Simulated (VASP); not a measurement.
# TePb (Fm-3m) in VASP: notebook

Runs on TePb. Level: r2SCAN. Tasks: single point, relaxation of the atoms.

Program: VASP 6.6.1. These are calculated values, not measurements. Logs are shortened: lines on timing, memory, paths and dates and some standing lists are left out, and cuts for length are marked.

**The experiment to reproduce.**

From a printed reference work, monograph, for a bulk crystal of TePb at 4.2 K: band gap 0.19 eV (direct).

How close the calculation comes is told below.

## (1) The cell of the first run

The structure is cubic, space group Fm-3m (No. 225). The conventional cell has a = 6.666 Å, b = 6.666 Å, c = 6.666 Å, α = 90.00°, β = 90.00°, γ = 90.00°. Within 4.4 Å of Te (site symmetry m-3m) lie 6 Pb at 3.33 Å. Within 4.4 Å of Pb (site symmetry m-3m) lie 6 Te at 3.33 Å.

## (2) Single point, r2SCAN

POSCAR reads:

```
TePb
1.0
    0.0000000000      3.3327823000      3.3327823000
    3.3327823000      0.0000000000      3.3327823000
    3.3327823000      3.3327823000      0.0000000000
Te Pb
1 1
Direct
    0.5000000000      0.5000000000      0.5000000000
    0.0000000000      0.0000000000      0.0000000000
```

INCAR.step1 reads:

```
SYSTEM = TePb
  PREC = Accurate
  ENCUT = 520
  ISMEAR = -1
  SIGMA = 0.02
  LREAL = .False.
  LASPH = .True.
  NELM = 60
  NBANDS = 17
  GGA = PE
  ALGO = Normal
  EDIFF = 1E-4
  LWAVE = .True.
  LCHARG = .False.
```

INCAR.step2 reads:

```
SYSTEM = TePb
  PREC = Accurate
  ENCUT = 520
  EDIFF = 1E-6
  ISMEAR = -1
  SIGMA = 0.02
  LREAL = .False.
  LASPH = .True.
  NELM = 60
  ALGO = Normal
  ISIF = 2
  LWAVE = .False.
  LCHARG = .False.
  METAGGA = R2SCAN
  LMIXTAU = .True.
  NBANDS = 17
  ISTART = 1
```

KPOINTS reads:

```
Automatic mesh
0
Gamma
  8 8 8
  0 0 0
```

Potentials or basis: VASP PAW PBE potentials, release 64 (Te, Pb_d).

On the command line:

```
$ cat potpaw_PBE.64/Te/POTCAR potpaw_PBE.64/Pb_d/POTCAR > POTCAR
$ cp INCAR.step1 INCAR
$ mpirun -np 1 vasp_std > vasp.out
$ cp INCAR.step2 INCAR
$ mpirun -np 1 vasp_std > vasp.out
```

OUTCAR:

```text
SYSTEM = TePb
   PREC = Accurate
   ENCUT = 520
   EDIFF = 1E-6
   ISMEAR = -1
   LREAL = .False.
   LASPH = .True.
   NELM = 60
   ISIF = 2
   METAGGA = R2SCAN
   ISTART = 1

 ion  position               nearest neighbor table
   1  0.500  0.500  0.500-   2 3.33   2 3.33   2 3.33   2 3.33   2 3.33   2 3.33
   2  0.000  0.000  0.000-   1 3.33   1 3.33   1 3.33   1 3.33   1 3.33   1 3.33

  LATTYP: Found a face centered cubic cell.
 ALAT       =     6.6655646000

  Lattice vectors:

 A1 = (   0.0000000000,   3.3327823000,   3.3327823000)
 A2 = (   3.3327823000,   0.0000000000,   3.3327823000)
 A3 = (   3.3327823000,   3.3327823000,   0.0000000000)

Analysis of symmetry for initial positions (statically):
=====================================================================
 Subroutine PRICEL returns:
 Original cell was already a primitive cell.

 Routine SETGRP: Setting up the symmetry group for a
 face centered cubic supercell.

 Subroutine GETGRP returns: Found 48 space group operations
 (whereof 48 operations were pure point group operations)
 out of a pool of 48 trial point group operations.

The static configuration has the point symmetry O_h .

Analysis of symmetry for dynamics (positions and initial velocities):
=====================================================================
 Subroutine PRICEL returns:
 Original cell was already a primitive cell.

 Routine SETGRP: Setting up the symmetry group for a
 face centered cubic supercell.

 Subroutine GETGRP returns: Found 48 space group operations
 (whereof 48 operations were pure point group operations)
 out of a pool of 48 trial point group operations.

The dynamic configuration has the point symmetry O_h .

 Subroutine INISYM returns: Found 48 space group operations
 (whereof 48 operations are pure point group operations),
 and found     1 'primitive' translations

----------------------------------------------------------------------------------------

                                     Primitive cell

  volume of cell :      74.0373

  direct lattice vectors                    reciprocal lattice vectors
     0.000000000  3.332782300  3.332782300    -0.150024801  0.150024801  0.150024801
     3.332782300  0.000000000  3.332782300     0.150024801 -0.150024801  0.150024801
     3.332782300  3.332782300  0.000000000     0.150024801  0.150024801 -0.150024801
[... 80 lines left out ...]
   LSORBIT =      F    spin-orbit coupling
   LASPH  =      T    aspherical Exc in radial PAW
   ENCUT  =  520.0 eV  38.22 Ry    6.18 a.u.   8.76  8.76  8.76*2*pi/ulx,y,z
   NELM   =     60;   NELMIN=  2; NELMDL=  0     # of ELM steps
   EDIFF  = 0.1E-05   stopping-criterion for ELM
   LREAL  =      F    real-space projection
   EDIFFG = 0.1E-04   stopping-criterion for IOM
   NSW    =      0    number of steps for IOM
   IBRION =     -1    ionic relax: 0-MD 1-quasi-New 2-CG
   NFREE  =      0    steps in history (QN), initial steepest desc. (CG)
   ISIF   =      2    stress and relaxation
   ISYM   =      2    0-nonsym 1-usesym 2-fastsym
   POTIM  = 0.5000    time-step for ionic-motion
   TEBEG  =    0.0;   TEEND  =   0.0 temperature during run
   PSTRESS=    0.0 pullay stress
   NELECT =      20.0000    total number of electrons
   NUPDOWN=      -1.0000    fix difference up-down
   EMIN   =  10.00;   EMAX   =-10.00  energy-range for DOS
   EFERMI =   0.00;   METHOD = LEGACY
   ISMEAR =    -1;   SIGMA  =   0.02  broadening in eV -4-tet -1-fermi 0-gaus
   EFERMI_NEDOS =   21; number of points for ismear=-14 and -15
   IALGO  =     38    algorithm
   IMIX   =      4    mixing-type and parameters
     AMIX     =   0.40;   BMIX     =  1.00
     AMIX_MAG =   1.60;   BMIX_MAG =  1.00
  volume/ion in A,a.u.               =      37.02       249.81
  Fermi-wavevector in a.u.,A,eV,Ry     =   1.058282  1.999862 15.237978  1.119960
  Thomas-Fermi vector in A             =   2.193585
   LORBIT       =      0    0 simple, 1 ext, 2 COOP (PROOUT), +10 PAW based schemes
   METAGGA = R2SCAN    functional components
   LHFCALC =     F    Hartree Fock is set to
   AEXX    =    0.0000 exact exchange contribution
   IVDW    =     0    specifies the selected vdW correction
   LEPSILON=     F    determine dielectric tensor
   LRPA    =     F    only Hartree local field effects (RPA)
 non-spin polarized calculation
  energy-cutoff  :      520.00
  volume of cell :       74.04
 maximum number of plane-waves:      2012
   NGX = 17   NGY = 17   NGZ = 17

 number of electron      19.9999998 magnetization

 Free energy of the ion-electron system (eV)
  ---------------------------------------------------
  ext. energy  EPLUGINS =         0.00000000
  ---------------------------------------------------
  free energy    TOTEN  =       -82.67602320 eV

  energy without entropy =      -82.67602320  energy(sigma->0) =      -82.67602320

 E-fermi :   4.7802     XC(G=0):  -9.3743

 val. band max:        4.3310015267   @ k =   0.5000   0.0000   0.0000
 cond. band min:       5.5295275225   @ k =   0.5000   0.0000   0.0000
 fundamental gap:      1.1985259959
 Fermi energy:         4.7802100266

 k-point     1 :       0.0000    0.0000    0.0000
  band No.  band energies     occupation
      1     -12.9017      2.00000
      2     -12.9017      2.00000
      3     -12.8972      2.00000
      4     -12.8972      2.00000
      5     -12.8972      2.00000
      6      -7.4049      2.00000
[... 457 lines left out ...]
      4     -12.8890      2.00000
      5     -12.8837      2.00000
      6      -5.9776      2.00000
[... 9 lines left out ...]
     16      14.5779      0.00000
     17      14.9845      0.00000

 [... further k-points ...]

------------------------ aborting loop because EDIFF is reached ----------------------------------------

  FORCE on cell =-STRESS in cart. coord.  units (eV):
  Direction    XX          YY          ZZ          XY          YZ          ZX
  --------------------------------------------------------------------------------------
  -------------------------------------------------------------------------------------
  Total       -1.0200910     -1.0200910     -1.0200910      0.0000000      0.0000000      0.0000000
  in kB      -22.0748953    -22.0748953    -22.0748953      0.0000000      0.0000000      0.0000000
  external PRESSURE =     -22.0748953 kB  Pullay stress =       0.0000000 kB

 VOLUME and BASIS-vectors are now :
 -----------------------------------------------------------------------------
  energy-cutoff  :      520.00
  volume of cell :       74.04
      direct lattice vectors                 reciprocal lattice vectors
     0.000000000  3.332782300  3.332782300    -0.150024801  0.150024801  0.150024801
     3.332782300  0.000000000  3.332782300     0.150024801 -0.150024801  0.150024801
     3.332782300  3.332782300  0.000000000     0.150024801  0.150024801 -0.150024801

 POSITION                                       TOTAL-FORCE (eV/Angst)
 -----------------------------------------------------------------------------------
      3.33278      3.33278      3.33278         0.000000      0.000000      0.000000
      0.00000      0.00000      0.00000        -0.000000      0.000000      0.000000
 -----------------------------------------------------------------------------------
    total drift:                               -0.000000      0.000000      0.000000

  FREE ENERGIE OF THE ION-ELECTRON SYSTEM (eV)
  ---------------------------------------------------
  free  energy   TOTEN  =       -82.6760232009 eV

  energy  without entropy=      -82.6760232009  energy(sigma->0) =      -82.67602320
```

OUTCAR.step1:

```text
SYSTEM = TePb
   PREC = Accurate
   ENCUT = 520
   ISMEAR = -1
   LREAL = .False.
   LASPH = .True.
[... 700 lines left out ...]
      3.33278      3.33278      3.33278         0.000000      0.000000     -0.000000
      0.00000      0.00000      0.00000         0.000000      0.000000      0.000000
 -----------------------------------------------------------------------------------
    total drift:                               -0.000000      0.000000      0.000000

  FREE ENERGIE OF THE ION-ELECTRON SYSTEM (eV)
  ---------------------------------------------------
  free  energy   TOTEN  =        -7.5073361855 eV

  energy  without entropy=       -7.5073361855  energy(sigma->0) =       -7.50733619
```

OSZICAR.step1:

```text
N       E                     dE             d eps       ncg     rms          rms(c)
DAV:   1     0.151102738695E+03    0.15110E+03   -0.89170E+03   986   0.111E+03
DAV:   2     0.321851437126E+01   -0.14788E+03   -0.14384E+03  1045   0.294E+02
DAV:   3    -0.737298039990E+01   -0.10591E+02   -0.10537E+02  1291   0.849E+01
DAV:   4    -0.766595778895E+01   -0.29298E+00   -0.29280E+00  1299   0.157E+01
DAV:   5    -0.767667047975E+01   -0.10713E-01   -0.10712E-01  1416   0.264E+00    0.277E+00
DAV:   6    -0.750888338109E+01    0.16779E+00   -0.38808E-01  1388   0.397E+00    0.164E+00
DAV:   7    -0.750488607940E+01    0.39973E-02   -0.96686E-02  1189   0.139E+00    0.877E-01
DAV:   8    -0.750768972176E+01   -0.28036E-02   -0.12386E-02  1146   0.111E+00    0.173E-01
DAV:   9    -0.750727083943E+01    0.41888E-03   -0.22078E-03  1377   0.444E-01    0.595E-02
DAV:  10    -0.750733618547E+01   -0.65346E-04   -0.18521E-04  1108   0.827E-02
   1 F= -.75073362E+01 E0= -.75073362E+01  d E =-.356421E-11
```

Run time: 64 s. Hardware: 1 thread of Intel Xeon 6975P-C (Granite Rapids), shared host; peak memory 0.23 GiB.

What came out:

| Quantity | Value |
| --- | --- |
| Free energy | -82.6760 eV |
| Pressure | -2.2 GPa |
| Band gap on the k mesh | 1.20 eV |

Caveat: the PAW data sets were made with another functional, which shifts forces and pressure a little; spin-orbit coupling is left out, which moves the levels of the heavy elements. A k mesh can miss the band edges.

## (3) Relaxation of the atoms, r2SCAN

This run uses another cell than the first one, of 34.22 Å³/atom.

POSCAR reads:

```
TePb
1.0
    0.0000000000      3.2467362900      3.2467362900
    3.2467362900      0.0000000000      3.2467362900
    3.2467362900      3.2467362900      0.0000000000
Te Pb
1 1
Direct
    0.5000000000      0.5000000000      0.5000000000
    0.0000000000      0.0000000000      0.0000000000
```

INCAR.step1 reads:

```
  PREC = Accurate
  ENCUT = 520
  ISMEAR = -1
  SIGMA = 0.02
  LREAL = False
  LASPH = True
  NELM = 100
  GGA = PE
  ALGO = Normal
  EDIFF = 1E-4
  LWAVE = True
  LCHARG = False
```

INCAR.step2 reads:

```
  PREC = Accurate
  ENCUT = 520
  EDIFF = 1E-6
  ISMEAR = -1
  SIGMA = 0.02
  LREAL = False
  LASPH = True
  NELM = 100
  ALGO = Normal
  ISIF = 2
  LWAVE = False
  LCHARG = False
  METAGGA = R2SCAN
  LMIXTAU = True
  IBRION = 2
  NSW = 50
  EDIFFG = -0.01
  ISTART = 1
```

KPOINTS reads:

```
regular mesh
0
Gamma
  8 8 8
```

Potentials or basis: VASP PAW PBE potentials, release 64 (Te, Pb_d).

On the command line:

```
$ cat potpaw_PBE.64/Te/POTCAR potpaw_PBE.64/Pb_d/POTCAR > POTCAR
$ cp INCAR.step1 INCAR
$ mpirun -np 1 vasp_std > vasp.out
$ cp INCAR.step2 INCAR
$ mpirun -np 1 vasp_std > vasp.out
```

Wall time 64 s (1 thread of Intel Xeon Platinum 8375C at 2.90GHz (Ice Lake), shared host); peak memory 0.22 GiB.

The run converged. Its results:

```
Free energy             : -82.7025 eV
Pressure after relaxing : 0.8 GPa
Band gap on the k mesh  : 1.05 eV
```

Final structure:
```xyz
2
Lattice="0.0000 3.2467 3.2467 3.2467 0.0000 3.2467 3.2467 3.2467 0.0000" Properties=species:S:1:pos:R:3 pbc="T T T"
Te    3.2467    3.2467    3.2467
Pb    0.0000    0.0000    0.0000
```

Levels at points of the mesh, in eV from the valence-band top:
```csv
k point,band 7,band 8,band 9,band 10,band 11,band 12,band 13,band 14
"(0.00, 0.00, 0.00)",-5.67,-1.44,-1.44,-1.44,4.33,4.33,4.33,6.22
"(0.50, 0.00, 0.00)",-8.82,-0.97,-0.97,0.00,1.05,1.45,1.45,8.93
"(0.50, 0.50, 0.00)",-7.48,-4.57,-2.88,-2.88,3.65,5.77,5.77,7.08
```

Caveat: the relaxation stopped at its first step, so nothing moved; the PAW data sets were made with another functional, which shifts forces and pressure a little; spin-orbit coupling is left out, which moves the levels of the heavy elements.

## (4) Relaxation of the atoms, r2SCAN

This run uses another cell than the first one, of 34.92 Å³/atom.

POSCAR reads:

```
TePb
1.0
    0.0000000000      3.2686743700      3.2686743700
    3.2686743700      0.0000000000      3.2686743700
    3.2686743700      3.2686743700      0.0000000000
Te Pb
1 1
Direct
    0.5000000000      0.5000000000      0.5000000000
    0.0000000000      0.0000000000      0.0000000000
```

INCAR.step1 reads:

```
SYSTEM = TePb
PREC = Accurate
ENCUT = 520
ISMEAR = -1
SIGMA = 0.02
LREAL = .False.
LASPH = .True.
NELM = 60
GGA = PE
ALGO = Normal
EDIFF = 1E-4
LWAVE = .True.
LCHARG = .False.
```

INCAR.step2 reads:

```
SYSTEM = TePb
PREC = Accurate
ENCUT = 520
EDIFF = 1E-6
ISMEAR = -1
SIGMA = 0.02
LREAL = .False.
LASPH = .True.
NELM = 60
ALGO = Normal
ISIF = 2
LWAVE = .False.
LCHARG = .False.
METAGGA = R2SCAN
LMIXTAU = .True.
IBRION = 2
NSW = 50
EDIFFG = -0.01
ISTART = 1
```

KPOINTS reads:

```
Automatic mesh
0
Gamma
  8 8 8
  0 0 0
```

On the command line:

```
$ cat potpaw_PBE.64/Te/POTCAR potpaw_PBE.64/Pb_d/POTCAR > POTCAR
$ cp INCAR.step1 INCAR
$ mpirun -np 1 vasp_std > vasp.out
$ cp INCAR.step2 INCAR
$ mpirun -np 1 vasp_std > vasp.out
```

It took 77 s on 1 thread of Intel Xeon Platinum 8375C at 2.90GHz (Ice Lake), shared host; peak memory 0.23 GiB.

The run converged. Its results:

* Free energy: -82.7061 eV
* Pressure after relaxing: -0.1 GPa
* Band gap on the k mesh: 1.09 eV

Final structure:
```
CELL_PARAMETERS angstrom
0.00000 3.26867 3.26867
3.26867 0.00000 3.26867
3.26867 3.26867 0.00000
ATOMIC_POSITIONS crystal
Te 0.50000 0.50000 0.50000
Pb 0.00000 0.00000 0.00000
```

Levels at points of the mesh, in eV from the valence-band top:
| k point | band 8 | band 9 | band 10 | band 11 | band 12 | band 13 |
| --- | --- | --- | --- | --- | --- | --- |
| (0.00, 0.00, 0.00) | -1.35 | -1.35 | -1.35 | 4.32 | 4.32 | 4.32 |
| (0.50, 0.00, 0.00) | -0.90 | -0.90 | 0.00 | 1.09 | 1.51 | 1.51 |
| (0.50, 0.50, 0.00) | -4.40 | -2.75 | -2.75 | 3.74 | 5.70 | 5.70 |

Caveat: the relaxation stopped at its first step, so nothing moved; the PAW data sets were made with another functional, which shifts forces and pressure a little; spin-orbit coupling is left out, which moves the levels of the heavy elements.

## (5) Overview

```csv
task,cell,gap on the mesh (eV),pressure (GPa)
single point,"a = 4.713 Å, angles 60.0°, 2 atoms",1.20,-2.2
relaxation of the atoms,"atoms relaxed from a = 4.592 Å, angles 60.0°, 2 atoms",1.05,0.8
relaxation of the atoms,"atoms relaxed from a = 4.623 Å, angles 60.0°, 2 atoms",1.09,-0.1
```

Alike in all rows: level r2SCAN; potentials or basis VASP PAW PBE potentials, release 64 (Te, Pb_d); no spin polarisation; k mesh 8 × 8 × 8; cutoff (eV) 520; smearing fermi-dirac 0.02 eV.

Caveats: the PAW data sets were made with another functional, which shifts forces and pressure a little; spin-orbit coupling is left out, which moves the levels of the heavy elements; the relaxation stopped at its first step, so nothing moved (at least some runs).

Total energies depend on the potentials used, so only differences within one code and one set of settings carry meaning.

## (6) Against experiment

Step 3. A measured gap of TePb is 0.19 eV (direct; 4.2 K; a printed reference work, monograph); the calculated 1.05 eV misses it by +0.86 eV. Spin-orbit coupling on Pb, Te is left out. The value is that of r2SCAN on a finite k mesh, which can miss the band edges, without temperature or zero-point motion.

Step 4. A measured gap of TePb is 0.19 eV (direct; 4.2 K; a printed reference work, monograph); the calculated 1.09 eV misses it by +0.90 eV. Spin-orbit coupling on Pb, Te is left out. The value is that of r2SCAN on a finite k mesh, which can miss the band edges, without temperature or zero-point motion.
